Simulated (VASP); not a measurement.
# C (Fd-3m) in VASP: notebook, part 2 of 2

VASP 6.6.1. The steps go on from the part before.

## (4) Elastic constants, PBEsol

POSCAR

```
C
1.0
    0.0000000000      1.7833700000      1.7833700000
    1.7833700000      0.0000000000      1.7833700000
    1.7833700000      1.7833700000      0.0000000000
C
2
Direct
    0.7500000000      0.7500000000      0.7500000000
    0.5000000000      0.5000000000      0.5000000000
```

INCAR.step1

```
PREC = Accurate
ENCUT = 600
EDIFF = 1E-8
ISMEAR = -1
SIGMA = 0.05
LREAL = False
LASPH = True
NELM = 100
ALGO = Normal
ISIF = 3
LWAVE = False
LCHARG = False
GGA = PS
IBRION = 2
NSW = 40
EDIFFG = -0.002
```

INCAR.step2

```
PREC = Accurate
ENCUT = 600
EDIFF = 1E-8
ISMEAR = -1
SIGMA = 0.05
LREAL = False
LASPH = True
NELM = 100
ALGO = Normal
ISIF = 3
LWAVE = False
LCHARG = False
GGA = PS
IBRION = 6
NFREE = 2
POTIM = 0.015
NSW = 1
```

KPOINTS

```
regular mesh
0
Gamma
  10 10 10
```

Potentials or basis: VASP PAW PBE potentials, release 64 (C).

On the command line:

```
$ cat potpaw_PBE.64/C/POTCAR > POTCAR
$ cp INCAR.step1 INCAR
$ mpirun -np 1 vasp_std > vasp.out
$ cp CONTCAR POSCAR
$ cp INCAR.step2 INCAR
$ mpirun -np 1 vasp_std > vasp.out
```

OUTCAR:

```text
PREC = Accurate
   ENCUT = 600
   EDIFF = 1E-8
   ISMEAR = -1
   LREAL = False
   LASPH = True
   NELM = 100
   ISIF = 3
   GGA = PS
   IBRION = 6
   NFREE = 2
   POTIM = 0.015
   NSW = 1

 ion  position               nearest neighbor table
   1  0.750  0.750  0.750-   2 1.54   2 1.54   2 1.54   2 1.54
   2  0.500  0.500  0.500-   1 1.54   1 1.54   1 1.54   1 1.54

  LATTYP: Found a face centered cubic cell.
 ALAT       =     3.5549128909

  Lattice vectors:

 A1 = (   0.0000000000,   1.7774564455,   1.7774564455)
 A2 = (   1.7774564455,   0.0000000000,   1.7774564455)
 A3 = (   1.7774564455,   1.7774564455,   0.0000000000)

Analysis of symmetry for initial positions (statically):
=====================================================================
 Subroutine PRICEL returns:
 Original cell was already a primitive cell.

 Routine SETGRP: Setting up the symmetry group for a
 face centered cubic supercell.

 Subroutine GETGRP returns: Found 48 space group operations
 (whereof 24 operations were pure point group operations)
 out of a pool of 48 trial point group operations.

The static configuration has the point symmetry T_d .
 The point group associated with its full space group is O_h .

Analysis of symmetry for dynamics (positions and initial velocities):
=====================================================================
 Subroutine PRICEL returns:
 Original cell was already a primitive cell.
[... 631 lines left out ...]
  in kB        0.6018370      1.2238057      1.2238057      0.0000000      8.5654319      0.0000000
  external PRESSURE =       1.0164828 kB  Pullay stress =       0.0000000 kB
[... 17 lines left out ...]
  FREE ENERGIE OF THE ION-ELECTRON SYSTEM (eV)
  ---------------------------------------------------
  free  energy   TOTEN  =       -19.2499312452 eV

  energy  without entropy=      -19.2499312452  energy(sigma->0) =      -19.24993125

 INTERNAL STRAIN TENSORS FROM STRAINED CELLS
 ============================================

 INTERNAL STRAIN TENSOR FOR ION    1 for displacements in x,y,z  (eV/Angst):
          X           Y           Z          XY          YZ          ZX
  --------------------------------------------------------------------------------
  x     0.00000     0.00000    -0.00000     0.00000    -4.00736     0.00000
  y    -0.00000     0.00000    -0.00000     0.00000    -0.00000    -4.00716
  z    -0.00000     0.00000     0.00000    -4.00789     0.00000     0.00000

 INTERNAL STRAIN TENSORS FROM DISPLACED ATOMS
 ============================================

 INTERNAL STRAIN TENSOR FOR ION    1 for displacements in x,y,z  (eV/Angst):
          X           Y           Z          XY          YZ          ZX
  --------------------------------------------------------------------------------
  x     0.00000     0.00000     0.00000     0.00000    -4.00551     0.00000
  y    -0.00000     0.00000    -0.00000     0.00000     0.00000    -4.00551
  z     0.00000     0.00000     0.00000    -4.00551     0.00000     0.00000

 INTERNAL STRAIN TENSOR FOR ION    2 for displacements in x,y,z  (eV/Angst):
          X           Y           Z          XY          YZ          ZX
  --------------------------------------------------------------------------------
  x     0.00000    -0.00000    -0.00000     0.00000     4.00551     0.00000
  y     0.00000     0.00000     0.00000     0.00000     0.00000     4.00551
  z    -0.00000    -0.00000     0.00000     4.00551     0.00000     0.00000

 Eigenvectors and eigenvalues of the dynamical matrix
 ----------------------------------------------------

   1 f  =   39.233656 THz   246.512329 2PiTHz 1308.693886 cm-1   162.257289 meV
             X         Y         Z           dx          dy          dz
      2.666185  2.666185  2.666185     0.000000   -0.707107    0.000000
      1.777456  1.777456  1.777456     0.000000    0.707107    0.000000
[... 21 lines left out ...]
   6 f  =    0.000000 THz     0.000000 2PiTHz    0.000000 cm-1     0.000000 meV
             X         Y         Z           dx          dy          dz
      2.666185  2.666185  2.666185     0.000000    0.000000    0.707107
      1.777456  1.777456  1.777456     0.000000    0.000000    0.707107

--------------------------------------------------------------------------------------------------------

 ELASTIC MODULI CONTR FROM IONIC RELAXATION (kBar)
 Direction    XX          YY          ZZ          XY          YZ          ZX
 --------------------------------------------------------------------------------
 XX          -0.0000     -0.0000     -0.0000      0.0000      0.0000     -0.0000
 YY          -0.0000     -0.0000     -0.0000      0.0000      0.0000      0.0000
 ZZ          -0.0000     -0.0000     -0.0000      0.0000      0.0000     -0.0000
 XY           0.0000      0.0000      0.0000    -60.5111      0.0000      0.0000
 YZ           0.0000      0.0000      0.0000      0.0000    -60.5111      0.0000
 ZX          -0.0000      0.0000     -0.0000      0.0000      0.0000    -60.5111
 --------------------------------------------------------------------------------

 TOTAL ELASTIC MODULI (kBar)
 Direction    XX          YY          ZZ          XY          YZ          ZX
 --------------------------------------------------------------------------------
 XX       10678.9072   1398.7748   1398.7748     -0.0000      0.0000     -0.0000
 YY        1398.7748  10678.9072   1398.7748      0.0000     -0.0000      0.0000
 ZZ        1398.7748   1398.7748  10678.9072     -0.0000      0.0000     -0.0000
 XY          -0.0000      0.0000     -0.0000   5743.2690      0.0000      0.0000
 YZ           0.0000     -0.0000      0.0000      0.0000   5743.2690      0.0000
 ZX          -0.0000      0.0000     -0.0000      0.0000      0.0000   5743.2690
 --------------------------------------------------------------------------------
```

OUTCAR.step1:

```text
PREC = Accurate
   ENCUT = 600
   EDIFF = 1E-8
   ISMEAR = -1
   LREAL = False
   LASPH = True
   NELM = 100
   ISIF = 3
[... 556 lines left out ...]
  -------------------------------------------------------------------------------------
  Total       -0.0005366     -0.0005366     -0.0005366      0.0000000      0.0000000      0.0000000
  in kB       -0.0765414     -0.0765414     -0.0765414      0.0000000      0.0000000      0.0000000
  external PRESSURE =      -0.0765414 kB  Pullay stress =       0.0000000 kB
[... 17 lines left out ...]
  FREE ENERGIE OF THE ION-ELECTRON SYSTEM (eV)
  ---------------------------------------------------
  free  energy   TOTEN  =       -19.2546936266 eV

  energy  without entropy=      -19.2546936266  energy(sigma->0) =      -19.25469363

 reached required accuracy - stopping structural energy minimisation
```

Run time: 75 s. Hardware: 1 thread of Intel Xeon 6975P-C (Granite Rapids), shared host; peak memory 0.16 GiB.

Results:

```
Relaxed volume                         : 5.62 Å³/atom
Relaxed cell                           : a = 2.514 Å, b = 2.514 Å, c = 2.514 Å, α = 60.00°, β = 60.00°, γ = 60.00°
Space group after relaxing (to 0.05 Å) : Fd-3m (No. 227)
Elastic constants C11, C12, C44        : 1068, 140, 574 GPa
Voigt bulk modulus                     : 449 GPa
Highest phonon frequency at Γ          : 1309 cm⁻¹
```

The path:
```csv
step,energy change (eV),largest force (eV/Å),pressure (GPa),volume (Å³)
1,0.0000,0.0000,-4.40,11.34
2,0.0010,0.0000,5.82,11.09
3,-0.0016,0.0000,-0.01,11.23
```

Final structure:
```
CELL_PARAMETERS angstrom
0.00000 1.77746 1.77746
1.77746 0.00000 1.77746
1.77746 1.77746 0.00000
ATOMIC_POSITIONS crystal
C 0.75000 0.75000 0.75000
C 0.50000 0.50000 0.50000
```

Phonon frequencies in cm⁻¹ (negative: imaginary):
| q point | frequencies |
| --- | --- |
| (0.000, 0.000, 0.000) | 0 0 0 1309 1309 1309 |

Elastic tensor in Voigt notation (GPa, in the Cartesian axes of the cell as first typed):
```
1068  140  140    0    0    0
 140 1068  140    0    0    0
 140  140 1068    0    0    0
   0    0    0  574    0    0
   0    0    0    0  574    0
   0    0    0    0    0  574
```

Clamped-ion elastic tensor (GPa):
```
1068  140  140    0    0    0
 140 1068  140    0    0    0
 140  140 1068    0    0    0
   0    0    0  580    0    0
   0    0    0    0  580    0
   0    0    0    0    0  580
```

Caveat: the PAW data sets were made with another functional, which shifts forces and pressure a little.

## (5) Band structure, HSEsol

POSCAR is that of step 4.

INCAR.step1

```
ALGO = Normal
EDIFF = 1E-5
ENCUT = 520
GGA = PE
ISIF = 2
ISMEAR = -1
LASPH = T
LCHARG = F
LREAL = F
LWAVE = T
NBANDS = 11
NELM = 80
PREC = Accurate
SIGMA = 0.05
```

INCAR.step2

```
ALGO = Normal
EDIFF = 1E-7
ENCUT = 520
GGA = PS
HFSCREEN = 0.2
ISIF = 2
ISMEAR = -1
ISTART = 1
LASPH = T
LCHARG = F
LHFCALC = T
LREAL = F
LWAVE = F
NBANDS = 11
NELM = 80
PREC = Accurate
PRECFOCK = Normal
SIGMA = 0.05
```

KPOINTS

```
k-points
0
Gamma
  7 7 7
```

KPOINTS_OPT

```
path GXWKGLUWLK,UX
10
line-mode
reciprocal
 0.0000000000  0.0000000000  0.0000000000  G
 0.5000000000  0.0000000000  0.5000000000  X

 0.5000000000  0.0000000000  0.5000000000  X
 0.5000000000  0.2500000000  0.7500000000  W

 0.5000000000  0.2500000000  0.7500000000  W
 0.3750000000  0.3750000000  0.7500000000  K

 0.3750000000  0.3750000000  0.7500000000  K
 0.0000000000  0.0000000000  0.0000000000  G

 0.0000000000  0.0000000000  0.0000000000  G
 0.5000000000  0.5000000000  0.5000000000  L

 0.5000000000  0.5000000000  0.5000000000  L
 0.6250000000  0.2500000000  0.6250000000  U

 0.6250000000  0.2500000000  0.6250000000  U
 0.5000000000  0.2500000000  0.7500000000  W

 0.5000000000  0.2500000000  0.7500000000  W
 0.5000000000  0.5000000000  0.5000000000  L

 0.5000000000  0.5000000000  0.5000000000  L
 0.3750000000  0.3750000000  0.7500000000  K

 0.6250000000  0.2500000000  0.6250000000  U
 0.5000000000  0.0000000000  0.5000000000  X
```

Potentials or basis: VASP PAW PBE potentials, release 64 (C).

On the command line:

```
$ cat potpaw_PBE.64/C/POTCAR > POTCAR
$ cp INCAR.step1 INCAR
$ mpirun -np 1 vasp_std > vasp.out
$ cp INCAR.step2 INCAR
$ mpirun -np 1 vasp_std > vasp.out
```

OUTCAR:

```text
EDIFF = 1E-7
   ENCUT = 520
   GGA = PS
   HFSCREEN = 0.2
   ISIF = 2
   ISMEAR = -1
   ISTART = 1
   LASPH = T
   LHFCALC = T
   LREAL = F
   NELM = 80
   PREC = Accurate
   PRECFOCK = Normal

 ion  position               nearest neighbor table
   1  0.750  0.750  0.750-   2 1.54   2 1.54   2 1.54   2 1.54
   2  0.500  0.500  0.500-   1 1.54   1 1.54   1 1.54   1 1.54

  LATTYP: Found a face centered cubic cell.
[... 472 lines left out ...]
     11      38.8222      0.00000

------------------------ aborting loop because EDIFF is reached ----------------------------------------

  FORCE on cell =-STRESS in cart. coord.  units (eV):
  Direction    XX          YY          ZZ          XY          YZ          ZX
  --------------------------------------------------------------------------------------
  -------------------------------------------------------------------------------------
  Total       -0.8112782     -0.8112782     -0.8112782      0.0000000     -0.0000000     -0.0000000
  in kB     -114.5845376   -114.5845376   -114.5845376      0.0000000     -0.0000000     -0.0000000
  external PRESSURE =    -114.5845376 kB  Pullay stress =       0.0000000 kB

 VOLUME and BASIS-vectors are now :
 -----------------------------------------------------------------------------
  energy-cutoff  :      520.00
  volume of cell :       11.34
      direct lattice vectors                 reciprocal lattice vectors
     0.000000000  1.783370000  1.783370000    -0.280368067  0.280368067  0.280368067
     1.783370000  0.000000000  1.783370000     0.280368067 -0.280368067  0.280368067
     1.783370000  1.783370000  0.000000000     0.280368067  0.280368067 -0.280368067

 POSITION                                       TOTAL-FORCE (eV/Angst)
 -----------------------------------------------------------------------------------
      2.67505      2.67505      2.67505        -0.000000     -0.000000     -0.000000
      1.78337      1.78337      1.78337         0.000000      0.000000      0.000000
 -----------------------------------------------------------------------------------
    total drift:                                0.000000     -0.000000     -0.000000

  FREE ENERGIE OF THE ION-ELECTRON SYSTEM (eV)
  ---------------------------------------------------
  free  energy   TOTEN  =       -21.8232498978 eV

  energy  without entropy=      -21.8232498977  energy(sigma->0) =      -21.82324990
```

OSZICAR.step1:

```text
N       E                     dE             d eps       ncg     rms          rms(c)
DAV:   1     0.315874704559E+01    0.31587E+01   -0.47873E+03   448   0.697E+02
DAV:   2    -0.183516186142E+02   -0.21510E+02   -0.20953E+02   579   0.134E+02
DAV:   3    -0.188215177809E+02   -0.46990E+00   -0.46905E+00   509   0.153E+01
DAV:   4    -0.188222045303E+02   -0.68675E-03   -0.68674E-03   482   0.768E-01
DAV:   5    -0.188222052984E+02   -0.76815E-06   -0.76816E-06   506   0.236E-02    0.556E+00
DAV:   6    -0.183422517293E+02    0.47995E+00   -0.25109E-01   452   0.352E+00    0.332E+00
DAV:   7    -0.181806423746E+02    0.16161E+00   -0.30769E-01   473   0.395E+00    0.758E-01
DAV:   8    -0.181824614287E+02   -0.18191E-02   -0.85581E-03   455   0.690E-01    0.438E-02
DAV:   9    -0.181825028745E+02   -0.41446E-04   -0.63366E-05   533   0.639E-02    0.247E-02
DAV:  10    -0.181825233319E+02   -0.20457E-04   -0.15434E-05   455   0.345E-02    0.547E-03
DAV:  11    -0.181825234094E+02   -0.77545E-07   -0.24826E-07   229   0.456E-03
   1 F= -.18182523E+02 E0= -.18182523E+02  d E =-.475650E-10
```

Wall time 16 min (1 thread of Intel Xeon Platinum 8488C (Sapphire Rapids), shared host); peak memory 0.24 GiB.

Results:

```
Free energy             : -21.8232 eV
Pressure                : -11.5 GPa
Band gap on the k mesh  : 5.35 eV, indirect (least direct gap 6.96 eV)
Band gap along the path : 5.24 eV, indirect (least direct gap 6.96 eV)
```

Levels at the corners of the path, in eV from the valence-band top:
| point | band 1 | band 2 | band 3 | band 4 | band 5 | band 6 | band 7 | band 8 | band 9 |
| --- | --- | --- | --- | --- | --- | --- | --- | --- | --- |
| Γ | -23.55 | 0.00 | 0.00 | 0.00 | 6.96 | 6.96 | 6.96 | 15.32 | 20.69 |
| X | -14.07 | -14.07 | -6.89 | -6.89 | 5.85 | 5.85 | 19.21 | 19.21 | 25.46 |
| X | -14.07 | -14.07 | -6.89 | -6.89 | 5.85 | 5.85 | 19.21 | 19.21 | 25.46 |
| W | -13.21 | -13.21 | -9.09 | -9.09 | 12.08 | 12.08 | 14.27 | 14.27 | 23.50 |
| W | -13.21 | -13.21 | -9.09 | -9.09 | 12.08 | 12.08 | 14.27 | 14.27 | 23.50 |
| K | -14.31 | -12.93 | -10.18 | -5.87 | 6.83 | 12.33 | 16.53 | 17.86 | 20.54 |
| K | -14.31 | -12.93 | -10.18 | -5.87 | 6.83 | 12.33 | 16.53 | 17.86 | 20.54 |
| Γ | -23.55 | 0.00 | 0.00 | 0.00 | 6.96 | 6.96 | 6.96 | 15.32 | 20.69 |
| Γ | -23.55 | 0.00 | 0.00 | 0.00 | 6.96 | 6.96 | 6.96 | 15.32 | 20.69 |
| L | -17.29 | -14.67 | -3.07 | -3.07 | 9.99 | 9.99 | 10.37 | 17.49 | 23.79 |
| L | -17.29 | -14.67 | -3.07 | -3.07 | 9.99 | 9.99 | 10.37 | 17.49 | 23.79 |
| U | -14.31 | -12.93 | -10.18 | -5.87 | 6.83 | 12.33 | 16.53 | 17.86 | 20.54 |
| U | -14.31 | -12.93 | -10.18 | -5.87 | 6.83 | 12.33 | 16.53 | 17.86 | 20.54 |
| W | -13.21 | -13.21 | -9.09 | -9.09 | 12.08 | 12.08 | 14.27 | 14.27 | 23.50 |
| W | -13.21 | -13.21 | -9.09 | -9.09 | 12.08 | 12.08 | 14.27 | 14.27 | 23.50 |
| L | -17.29 | -14.67 | -3.07 | -3.07 | 9.99 | 9.99 | 10.37 | 17.49 | 23.79 |
| L | -17.29 | -14.67 | -3.07 | -3.07 | 9.99 | 9.99 | 10.37 | 17.49 | 23.79 |
| K | -14.31 | -12.93 | -10.18 | -5.87 | 6.83 | 12.33 | 16.53 | 17.86 | 20.54 |
| U | -14.31 | -12.93 | -10.18 | -5.87 | 6.83 | 12.33 | 16.53 | 17.86 | 20.54 |
| X | -14.07 | -14.07 | -6.89 | -6.89 | 5.85 | 5.85 | 19.21 | 19.21 | 25.46 |

Caveat: the k mesh is coarse (spacing up to 0.44 Å⁻¹), so the values aren't converged, least of all with exact exchange; the PAW data sets were made with another functional, which shifts forces and pressure a little; the mesh misses the band edges, which the band path finds closer together.

## (6) Summary

| task | level | cell | k mesh | cutoff (eV) | ions in elastic constants | grid for exact exchange (PRECFOCK) | mesh quality | gap on the mesh (eV) |
| --- | --- | --- | --- | --- | --- | --- | --- | --- |
| Born charges and dielectric tensor | PBE | as given | 13 × 13 × 13 | 520 | - | - | not flagged | 4.14 |
| phonons | PBEsol | relaxed | 10 × 10 × 10 | 600 | - | - | not flagged | - |
| elastic constants | PBEsol | relaxed | 10 × 10 × 10 | 600 | relaxed | - | not flagged | - |
| band structure | HSEsol | as given | 7 × 7 × 7 | 520 | - | Normal | coarse | 5.35 |

Alike in all rows: potentials or basis VASP PAW PBE potentials, release 64 (C); no spin polarisation; smearing fermi-dirac 0.05 eV.

Caveats: some runs use coarse meshes; the PAW data sets were made with another functional, which shifts forces and pressure a little (some runs); an odd mesh through Γ misses points on the zone boundary, where band edges often lie (some runs); the mesh misses the band edges, which the band path finds closer together (some runs).

Absolute energies hang on the potentials; compare differences alone.
